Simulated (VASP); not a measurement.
# AlN (P6_3mc) in VASP: a series of runs, part 2 of 2

VASP 6.6.1. The steps go on from the part before.

## Step 3: Single point, PBE

Contents of INCAR:

```
SYSTEM = AlN
ALGO     = Normal         ! electronic algorithm
EDIFF    = 1E-6           ! SCF threshold, eV
ENCUT    = 520            ! plane-wave cutoff, eV
GGA      = PE             ! functional
ISIF     = 2              ! what is computed and relaxed
ISMEAR   = 0              ! smearing method
LASPH    = .True.         ! aspherical terms in the spheres
LCHARG   = .True.         ! write CHGCAR
LELF     = .True.         ! ELF
LREAL    = .False.        ! projectors in reciprocal space
LVHAR    = .True.       
LWAVE    = .False.        ! write WAVECAR
NBANDS   = 16             ! bands
NELM     = 60             ! most SCF steps
PREC     = Accurate       ! precision mode
SIGMA    = 0.02           ! smearing width, eV
```

Contents of KPOINTS:

```
k-points
0
Gamma
  9 9 6
  0 0 0
```

Contents of POSCAR:

```
AlN
1.0
    3.1302455678      0.0000000000      0.0000000000
   -1.5651227839      2.7108721818      0.0000000000
    0.0000000000      0.0000000000      5.0179604237
Al N
2 2
Direct
    0.3333333333      0.6666666667     -0.0007713538
    0.6666666667      0.3333333333      0.4992286462
    0.3333333333      0.6666666667      0.3807713538
    0.6666666667      0.3333333333      0.8807713538
```

Potentials or basis: VASP PAW PBE potentials, release 64 (Al, N).

Started as:

```console
$ cat potpaw_PBE.64/Al/POTCAR potpaw_PBE.64/N/POTCAR > POTCAR
$ mpirun -np 1 vasp_std > vasp.out
```

OUTCAR:

```text
SYSTEM = AlN
   EDIFF = 1E-6
   ENCUT = 520
   GGA = PE
   ISIF = 2
   ISMEAR = 0
   LASPH = .True.
   LREAL = .False.
   NELM = 60
   PREC = Accurate

 ion  position               nearest neighbor table
   1  0.333  0.667  0.999-   4 1.90   4 1.90   4 1.90   3 1.91   2 3.09   2 3.09   2 3.09   2 3.09
                             2 3.09   2 3.09
   2  0.667  0.333  0.499-   3 1.90   3 1.90   3 1.90   4 1.91   1 3.09   1 3.09   1 3.09   1 3.09
                             1 3.09   1 3.09
   3  0.333  0.667  0.381-   2 1.90   2 1.90   2 1.90   1 1.91
   4  0.667  0.333  0.881-   1 1.90   1 1.90   1 1.90   2 1.91

  LATTYP: Found a hexagonal cell.
 ALAT       =     3.1302455678
 C/A-ratio  =     1.6030564743

  Lattice vectors:

 A1 = (   3.1302455678,   0.0000000000,   0.0000000000)
 A2 = (  -1.5651227839,   2.7108721818,   0.0000000000)
 A3 = (   0.0000000000,   0.0000000000,   5.0179604237)

Analysis of symmetry for initial positions (statically):
=====================================================================
 Subroutine PRICEL returns:
 Original cell was already a primitive cell.

 Routine SETGRP: Setting up the symmetry group for a
 hexagonal supercell.

 Subroutine GETGRP returns: Found 12 space group operations
 (whereof  6 operations were pure point group operations)
 out of a pool of 24 trial point group operations.

The static configuration has the point symmetry C_3v.
 The point group associated with its full space group is C_6v.

Analysis of symmetry for dynamics (positions and initial velocities):
=====================================================================
 Subroutine PRICEL returns:
 Original cell was already a primitive cell.

 Routine SETGRP: Setting up the symmetry group for a
 hexagonal supercell.

 Subroutine GETGRP returns: Found 12 space group operations
 (whereof  6 operations were pure point group operations)
 out of a pool of 24 trial point group operations.

The dynamic configuration has the point symmetry C_3v.
[... 127 lines left out ...]
  Thomas-Fermi vector in A             =   2.317620
   LORBIT       =      0    0 simple, 1 ext, 2 COOP (PROOUT), +10 PAW based schemes
   GGA     = PE    functional components
   LHFCALC =     F    Hartree Fock is set to
   AEXX    =    0.0000 exact exchange contribution
   IVDW    =     0    specifies the selected vdW correction
   LEPSILON=     F    determine dielectric tensor
   LRPA    =     F    only Hartree local field effects (RPA)
 non-spin polarized calculation
 Gauss-broadening in eV      SIGMA  =   0.02
  energy-cutoff  :      520.00
  volume of cell :       42.58
 maximum number of plane-waves:      1170
 NGX is ok and might be reduce to    24
   NGX = 11   NGY = 11   NGZ = 19

 number of electron      15.9999998 magnetization

 Free energy of the ion-electron system (eV)
  ---------------------------------------------------
  ext. energy  EPLUGINS =         0.00000000
  ---------------------------------------------------
  free energy    TOTEN  =       -29.78048693 eV

  energy without entropy =      -29.78048693  energy(sigma->0) =      -29.78048693

 E-fermi :   6.1336     XC(G=0): -10.8269

 val. band max:        5.9642770422   @ k =   0.0000   0.0000   0.0000
 cond. band min:      10.0074356183   @ k =   0.0000   0.0000   0.0000
 fundamental gap:      4.0431585761
 Fermi energy:         6.1336047651

 k-point     1 :       0.0000    0.0000    0.0000
  band No.  band energies     occupation
      1      -9.1032      2.00000
      2      -7.0205      2.00000
      3       0.0589      2.00000
      4       5.1188      2.00000
      5       5.1188      2.00000
      6       5.7614      2.00000
[... 433 lines left out ...]
      3       1.3512      2.00000
      4       1.8327      2.00000
      5       1.8327      2.00000
      6       3.3226      2.00000
[... 8 lines left out ...]
     15      18.9136      0.00000
     16      20.7953      0.00000

 [... further k-points ...]

------------------------ aborting loop because EDIFF is reached ----------------------------------------

  FORCE on cell =-STRESS in cart. coord.  units (eV):
  Direction    XX          YY          ZZ          XY          YZ          ZX
  --------------------------------------------------------------------------------------
  -------------------------------------------------------------------------------------
  Total       -0.0732373     -0.0732373     -0.0558887      0.0000000      0.0000000      0.0000000
  in kB       -2.7556781     -2.7556781     -2.1029064      0.0000000      0.0000000      0.0000000
  external PRESSURE =      -2.5380875 kB  Pullay stress =       0.0000000 kB

 VOLUME and BASIS-vectors are now :
 -----------------------------------------------------------------------------
  energy-cutoff  :      520.00
  volume of cell :       42.58
      direct lattice vectors                 reciprocal lattice vectors
     3.130245568  0.000000000  0.000000000     0.319463754  0.184442484  0.000000000
    -1.565122784  2.710872182  0.000000000     0.000000000  0.368884969  0.000000000
     0.000000000  0.000000000  5.017960424     0.000000000  0.000000000  0.199284154

 POSITION                                       TOTAL-FORCE (eV/Angst)
 -----------------------------------------------------------------------------------
     -0.00000      1.80725      5.01409         0.000000      0.000000      0.000637
      1.56512      0.90362      2.50511        -0.000000     -0.000000      0.000637
     -0.00000      1.80725      1.91070        -0.000000     -0.000000     -0.000637
      1.56512      0.90362      4.41968         0.000000      0.000000     -0.000637
 -----------------------------------------------------------------------------------
    total drift:                               -0.000000     -0.000000      0.000504

  FREE ENERGIE OF THE ION-ELECTRON SYSTEM (eV)
  ---------------------------------------------------
  free  energy   TOTEN  =       -29.7804869342 eV

  energy  without entropy=      -29.7804869342  energy(sigma->0) =      -29.78048693
```

OSZICAR:

```text
N       E                     dE             d eps       ncg     rms          rms(c)
DAV:   1     0.420684706451E+02    0.42068E+02   -0.72926E+03  1536   0.891E+02
DAV:   2    -0.308038108226E+02   -0.72872E+02   -0.67023E+02  2144   0.186E+02
DAV:   3    -0.344338916450E+02   -0.36301E+01   -0.36201E+01  1904   0.431E+01
DAV:   4    -0.344564635936E+02   -0.22572E-01   -0.22570E-01  1936   0.384E+00
DAV:   5    -0.344567573571E+02   -0.29376E-03   -0.29376E-03  1864   0.442E-01    0.121E+01
DAV:   6    -0.297653931876E+02    0.46914E+01   -0.10676E+01  1840   0.236E+01    0.411E+00
DAV:   7    -0.297922738064E+02   -0.26881E-01   -0.65889E-01  1640   0.571E+00    0.292E+00
DAV:   8    -0.297851863369E+02    0.70875E-02   -0.62280E-02  1712   0.230E+00    0.621E-01
DAV:   9    -0.297799243519E+02    0.52620E-02   -0.12481E-02  2016   0.825E-01    0.252E-01
DAV:  10    -0.297805724164E+02   -0.64806E-03   -0.24329E-03  1648   0.307E-01    0.137E-01
DAV:  11    -0.297804838892E+02    0.88527E-04   -0.18694E-04  1744   0.105E-01    0.344E-02
DAV:  12    -0.297804871132E+02   -0.32240E-05   -0.12583E-05  1688   0.283E-02    0.722E-03
DAV:  13    -0.297804869342E+02    0.17902E-06   -0.45571E-06  1824   0.163E-02
   1 F= -.29780487E+02 E0= -.29780487E+02  d E =-.172077E-35
```

stdout:

```text
POSCAR found type information on POSCAR AlN
 POSCAR found :  2 types and       4 ions
 scaLAPACK will be used
 LDA part: xc-table for (Slater+PW92), standard interpolation
 POSCAR, INCAR and KPOINTS ok, starting setup
 FFT: planning ... GRIDC
 FFT: planning ... GRID_SOFT
 FFT: planning ... GRID
 WAVECAR not read
 entering main loop
```

Wall time 10 s (1 thread of Intel Xeon 6975P-C (Granite Rapids), shared host); peak memory 0.16 GiB.

Results:

* Free energy: -29.7805 eV
* Pressure: -0.3 GPa
* Band gap on the k mesh: 4.04 eV, direct

Levels at points of the mesh, in eV from the valence-band top:
| k point | band 4 | band 5 | band 6 | band 7 | band 8 | band 9 | band 10 | band 11 | band 12 | band 13 |
| --- | --- | --- | --- | --- | --- | --- | --- | --- | --- | --- |
| (0.00, 0.00, 0.00) | -0.85 | -0.85 | -0.20 | -0.20 | 0.00 | 4.04 | 6.51 | 10.46 | 11.03 | 11.03 |
| (0.00, 0.00, 0.50) | -3.30 | -0.53 | -0.53 | -0.53 | -0.53 | 6.31 | 6.31 | 10.17 | 10.17 | 11.34 |

## Step 4: Against experiment

Step 2. Against the measured gap of AlN, 6.034 eV (an exciton energy, a little under the gap; 10 K; quoted in “Self-assembly of well-separated AlN nanowires directly on sputtered metallic TiN films”, 2019, arxiv:1910.07391), the calculated 4.04 eV is off by -1.99 eV. 2 values of this kind are on record (6.034 to 6.0343 eV); this one was drawn at random. The value is that of PBE, without temperature or zero-point motion. Semilocal functionals fall short of measured gaps as a rule.

Step 3. Measured gap of AlN: 6.034 eV (an exciton energy, a little under the gap; 10 K; quoted in “Self-assembly of well-separated AlN nanowires directly on sputtered metallic TiN films”, 2019, arxiv:1910.07391). This calculation gives 4.04 eV (-1.99 eV). 2 values of this kind are on record (6.034 to 6.0343 eV); this one was drawn at random. The value is that of PBE, without temperature or zero-point motion. Semilocal functionals fall short of measured gaps as a rule.
